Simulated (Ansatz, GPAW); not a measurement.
This is a calculation of HfN for Ansatz 0.2.0. 

File input.yaml:

```yaml
crystal:
  lattice:
    - [0.0, 2.256, 2.256]
    - [2.256, 0.0, 2.256]
    - [2.256, 2.256, 0.0]
  atoms:
    - { symbol: Hf, position: [0.0, 0.0, 0.0] }
    - { symbol: "N", position: [0.5, 0.5, 0.5] }
kpoints:
  mp_grid: { grid: [10, 10, 10] }
scf:
  occupations: { method: gaussian, width: 0.026 }
hamiltonian:
  xc: pbe
  pseudopotentials: { kind: all_electron, lapw: { basis_error: 0.001 } }
output:
  forces: true
  stress: true
  eigenvalues: true
```

Potentials or basis: all-electron LAPW, scalar-relativistic.

Command:

```console
$ ansatz run input.yaml --threads 1 --pin off --max-ram 3072MiB --backend cpu --events-out ev --progress --plain --runs-dir out
```

Question: Set up the same calculation for GPAW 26.7.0 (ASE script). Potentials or basis there: GPAW PAW data sets (gpaw-data 1.2.1), cutoff 800 eV.

Answer: As run (cutoffs and basis follow the program's own potentials, and thresholds, step limits or extra output files can differ):

Contents of run.py:

```python
from ase import Atoms
from ase.dft.bandgap import bandgap
from ase.io import write
from ase.units import GPa
from gpaw import GPAW, PW

atoms = Atoms(['Hf', 'N'],
              cell=[[0.0, 2.256, 2.256],
                    [2.256, 0.0, 2.256],
                    [2.256, 2.256, 0.0]],
              scaled_positions=[[0.0, 0.0, 0.0],
                                [0.5, 0.5, 0.5]],
              pbc=True)

calc = GPAW(mode=PW(800),
            xc='PBE',
            kpts={'size': (10, 10, 10), 'gamma': True},
            occupations={'name': 'methfessel-paxton', 'order': 0, 'width': 0.026000000000000002},
            nbands=19,
            convergence={'density': 1e-05, 'energy': 1e-05},
            maxiter=150,
            txt='gpaw.txt')
atoms.calc = calc
energy = atoms.get_potential_energy()
forces = atoms.get_forces()
stress = atoms.get_stress()
calc.write('gs.gpw')
write('result.traj', atoms)
print(f'Energy: {energy:.6f} eV')
print('Forces (eV/A):')
print(forces.round(4))
print('Stress (GPa):', (stress / GPa).round(3))
print('Fermi level:', round(calc.get_fermi_level(), 4), 'eV')
print(f'Gap: {bandgap(calc)[0]:.4f} eV, direct: {bandgap(calc, direct=True)[0]:.4f} eV')
```

Potentials or basis: GPAW PAW data sets (gpaw-data 1.2.1), pw.

Run with:

```bash
$ OMP_NUM_THREADS=1 python run.py
```

Both were run:

|  | Ansatz | GPAW |
| --- | --- | --- |
| Pressure | 6.7 GPa | 6.7 GPa |

Where Ansatz's input types no cutoff or centring, it takes its own default and a Γ-centred mesh.

Pressure is positive in compression.
